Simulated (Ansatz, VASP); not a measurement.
One calculation of Os, two programs

File INCAR:

```
PREC = Accurate
ENCUT = 520
EDIFF = 1E-7
ISMEAR = -1
SIGMA = 0.1
LREAL = False
LASPH = True
NELM = 100
ALGO = Normal
ISIF = 2
LWAVE = False
LCHARG = False
GGA = CA
NBANDS = 10
```

File KPOINTS:

```
Automatic mesh
0
Gamma
  16 16 16
```

POSCAR

```
Os
1.0
    0.0000000000      1.8762125453      1.8762125453
    1.8762125453      0.0000000000      1.8762125453
    1.8762125453      1.8762125453      0.0000000000
Os
1
Direct
    0.0000000000      0.0000000000      0.0000000000
```

Input for Ansatz:

```yaml
crystal:
  lattice:
    - [0.0, 1.8762125453, 1.8762125453]
    - [1.8762125453, 0.0, 1.8762125453]
    - [1.8762125453, 1.8762125453, 0.0]
  atoms:
    - { symbol: Os, position: [0.0, 0.0, 0.0] }
hamiltonian:
  xc: lda
  pseudopotentials:
    kind: paw
    azcp:
      Os: "pseudopotentials/Os.paw.azcp"
basis:
  ecutwfc: 420
  fft_grid_basis: typed
kpoints:
  mp_grid: { grid: [16, 16, 16], shift: [0, 0, 0] }
magnetization:
  spin_polarized: false
scf:
  occupations: { method: fermi_dirac, width: 0.1 }
  lower_state_search: "off"
output:
  stress: true
  write_density: true
  write_potential: true
  elf: true
  volumetric_format: npy
```

Alike in both runs: task single point; functional LDA; k mesh 16 × 16 × 16; occupations fermi-dirac, width 0.1 eV; no spin polarisation.

```csv
,VASP,Ansatz
version,VASP 6.6.1,Ansatz 0.2.0
potentials or method,"VASP PAW LDA potentials, release 64 (Os)","plane waves (420 eV) with PAW, scalar-relativistic"
plane-wave cutoff (eV),520,420
valence electrons in the cell,8,16
```

```tsv
	VASP	Ansatz	Ansatz less VASP
pressure (GPa)	21.1	19.5	-1.57
```

The two sets of potentials don't hold the same shells in valence. Ansatz warned: «pseudo_functional_mismatch».

Caveats: so large a pressure means that the cell lies far from this level's equilibrium, or that cutoff or potentials fall short (VASP). Spin-orbit coupling is left out, which matters for the levels of Os.
